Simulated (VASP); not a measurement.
## A VASP 6.6.1 single-point calculation on CdSe

INCAR

```
ISMEAR = -1
LASPH = .TRUE.
SIGMA = 0.02
METAGGA = TPSS
PREC = Accurate
NSW = 0
ISIF = 2
LDAU = .TRUE.
LDAUU = 4.0 0
NBANDS = 16
ENCUT = 520
IBRION = -1
LDAUJ = 0 0
LWAVE = .FALSE.
LDAUL = 2 -1
LMAXMIX = 4
LDAUTYPE = 2
EDIFF = 1E-7
NELM = 120
LCHARG = .FALSE.
LREAL = .FALSE.
```

KPOINTS

```
KPOINTS created by Atomic Simulation Environment
0
Gamma
8 8 8
0 0 0
```

POSCAR

```
Cd Se
 1.0000000000000000
    -0.1153037606000000    3.0445106337999999    3.0445106337999999
     3.0445106337999999   -0.1153037606000000    3.0445106337999999
     3.0445106337999999    3.0445106337999999   -0.1153037606000000
 Cd  Se
   1   1
Cartesian
 -0.0222460107971454 -0.0222460107971454 -0.0222460107971454
  1.5156753875471458  1.5156753875471456  1.5156753875471456
```

The recommended PBE PAW datasets give the neutral cell 18 valence electrons.

Command

```
mpirun -np 1 vasp_std
```

OSZICAR

```
N       E                     dE             d eps       ncg     rms          rms(c)
DAV:   1     0.867005006037E+02    0.86701E+02   -0.88209E+03  2104   0.100E+03
DAV:   2    -0.201124106225E+02   -0.10681E+03   -0.10193E+03  2536   0.243E+02
DAV:   3    -0.242937730209E+02   -0.41814E+01   -0.41754E+01  2440   0.526E+01
DAV:   4    -0.243106534531E+02   -0.16880E-01   -0.16880E-01  2704   0.345E+00
DAV:   5    -0.243107561142E+02   -0.10266E-03   -0.10266E-03  2448   0.224E-01    0.728E+00
DAV:   6    -0.213379716656E+02    0.29728E+01   -0.38844E+00  2080   0.250E+01    0.544E+00
DAV:   7    -0.212394601422E+02    0.98512E-01   -0.21590E-01  2680   0.421E+00    0.256E+00
DAV:   8    -0.212415871317E+02   -0.21270E-02   -0.93563E-02  2280   0.206E+00    0.725E-01
DAV:   9    -0.212446163189E+02   -0.30292E-02   -0.52784E-03  2328   0.724E-01    0.258E-01
DAV:  10    -0.212449121714E+02   -0.29585E-03   -0.14828E-03  2560   0.223E-01    0.225E-01
DAV:  11    -0.212449735766E+02   -0.61405E-04   -0.19310E-04  2688   0.142E-01    0.747E-02
DAV:  12    -0.212451281128E+02   -0.15454E-03   -0.30791E-04  2432   0.107E-01    0.340E-02
DAV:  13    -0.212451349266E+02   -0.68137E-05   -0.26784E-05  2744   0.407E-02    0.954E-03
DAV:  14    -0.212451444809E+02   -0.95543E-05   -0.22648E-05  2384   0.274E-02    0.692E-03
DAV:  15    -0.212451437626E+02    0.71828E-06   -0.30347E-06  2776   0.119E-02    0.137E-03
DAV:  16    -0.212451438496E+02   -0.86937E-07   -0.38459E-07  2448   0.384E-03
   1 F= -.21245144E+02 E0= -.21245144E+02  d E =-.252764E-10
```

From OUTCAR

```
k-points           NKPTS =     65   k-points in BZ     NKDIM =     65   number of bands    NBANDS=     16

   NELECT =      18.0000    total number of electrons

   dimension x,y,z NGX =    32 NGY =   32 NGZ =   32
   dimension x,y,z NGXF=    64 NGYF=   64 NGZF=   64

  energy-cutoff  :      520.00
  volume of cell :       59.64
      direct lattice vectors                 reciprocal lattice vectors
    -0.115303761  3.044510634  3.044510634    -0.155182874  0.161291411  0.161291411
     3.044510634 -0.115303761  3.044510634     0.161291411 -0.155182874  0.161291411
     3.044510634  3.044510634 -0.115303761     0.161291411  0.161291411 -0.155182874

 k-points in reciprocal lattice and weights: KPOINTS created by Atomic Simulation Env
   0.00000000  0.00000000  0.00000000       0.002
   0.12500000  0.00000000  0.00000000       0.012
   0.25000000  0.00000000  0.00000000       0.012
   0.37500000 -0.00000000 -0.00000000       0.012
   0.50000000  0.00000000  0.00000000       0.006
   0.12500000  0.12500000 -0.00000000       0.012
   0.25000000  0.12500000 -0.00000000       0.023
   0.37500000  0.12500000 -0.00000000       0.023
   ...

 E-fermi :   0.8295

 k-point     1 :       0.0000    0.0000    0.0000
  band No.  band energies     occupation
      1     -11.9737      2.00000
      2      -8.9811      2.00000
      3      -8.9808      2.00000
      4      -8.9808      2.00000
      5      -8.7199      2.00000
      6      -8.7199      2.00000
      7       0.2245      2.00000
      8       0.2245      2.00000
      9       0.4189      2.00000
     10       1.1890      0.00000
     11       6.4531      0.00000
     12       6.4531      0.00000
     13       7.0973      0.00000
     14      10.2719      0.00000
     15      11.3780      0.00000
     16      11.3780      0.00000

 k-point     2 :       0.1250    0.0000    0.0000
  band No.  band energies     occupation
      1     -11.9409      2.00000
      2      -8.9719      2.00000
      3      -8.9696      2.00000
      4      -8.9231      2.00000
      5      -8.7211      2.00000
      6      -8.7193      2.00000
      7      -0.8276      2.00000
      8       0.1287      2.00000
      9       0.3188      2.00000
     10       2.0992      0.00000
     11       6.3091      0.00000
     12       6.6573      0.00000
     13       7.1829      0.00000
     14      10.6282      0.00000
     15      10.7646      0.00000
     16      11.0782      0.00000

 k-point     3 :       0.2500    0.0000    0.0000
  band No.  band energies     occupation
      1     -11.8648      2.00000
      2      -8.9488      2.00000
      3      -8.9445      2.00000
      4      -8.7570      2.00000
      5      -8.7216      2.00000
      6      -8.7135      2.00000
      7      -2.1662      2.00000
      8      -0.0849      2.00000
      9       0.1038      2.00000
     10       2.8861      0.00000
     11       6.4474      0.00000
     12       7.0175      0.00000
     13       7.3680      0.00000
     14      10.2701      0.00000
     15      10.6914      0.00000
     16      10.8350      0.00000

 ...

  Total       -0.1525227     -0.1525227     -0.1525227      0.2904245      0.2904245      0.2904245
  in kB       -4.0971071     -4.0971071     -4.0971071      7.8014618      7.8014618      7.8014618
  external PRESSURE =      -4.0971071 kB  Pullay stress =       0.0000000 kB

 POSITION                                       TOTAL-FORCE (eV/Angst)
 -----------------------------------------------------------------------------------
      5.95147      5.95147      5.95147        -0.009664     -0.009664     -0.009664
      1.51568      1.51568      1.51568         0.009664      0.009664      0.009664
 -----------------------------------------------------------------------------------
    total drift:                                0.000083      0.000083      0.000083

  FREE ENERGIE OF THE ION-ELECTRON SYSTEM (eV)
  ---------------------------------------------------
  free  energy   TOTEN  =       -21.2451438496 eV

  energy  without entropy=      -21.2451438495  energy(sigma->0) =      -21.24514385
```

It converged. Results: gap between bands v and c on the k mesh 0.77 eV; least direct gap on the k mesh 0.77 eV; pressure -0.4 GPa. Band v is the last that the valence electrons fill when counted band by band, and c is the next.

For comparison, a separate PBE run of the intended cell, on usual settings and not on those above, gives a gap of 0.40 eV on its mesh and a pressure of 0.1 GPa.

The run above took about 2 min on one core of a shared host (Intel Xeon Platinum 8488C) and held 0.22 GiB at most.
